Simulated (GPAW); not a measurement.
Crystal: KBr.

```
CELL_PARAMETERS angstrom
4.04350 0.00000 0.00000
0.00000 4.04350 0.00000
0.00000 0.00000 4.04350
ATOMIC_POSITIONS crystal
Br 0.50000 0.50000 0.50000
K 0.00000 0.00000 0.00000
```

Measurements of this composition are mostly on another form, of space group No. 225.

Base run:

| Item | Value |
| --- | --- |
| Program | GPAW 26.7.0 |
| Functional | RPBE |
| Potentials or basis | the program's PAW data sets (release 1.2.1) made for this functional |
| Cutoff | 600 eV |
| Basis | pw |
| k mesh | 7 × 7 × 7 |
| Occupations | gaussian, width 0.02 eV |
| Spin | no spin polarisation |

Its results: band gap on the k mesh 4.20 eV, indirect (least direct gap 4.43 eV); pressure 1.5 GPa.

Task: The run is repeated on the same cell with these changes: occupations from gaussian, width 0.02 eV to gaussian, width 0.1 eV; dispersion from none to D4. What comes out?

Result: Band gap on the k mesh 4.20 eV, indirect (least direct gap 4.43 eV); pressure 0.1 GPa.

Caveats: an odd mesh through Γ misses points on the zone boundary, where band edges often lie.
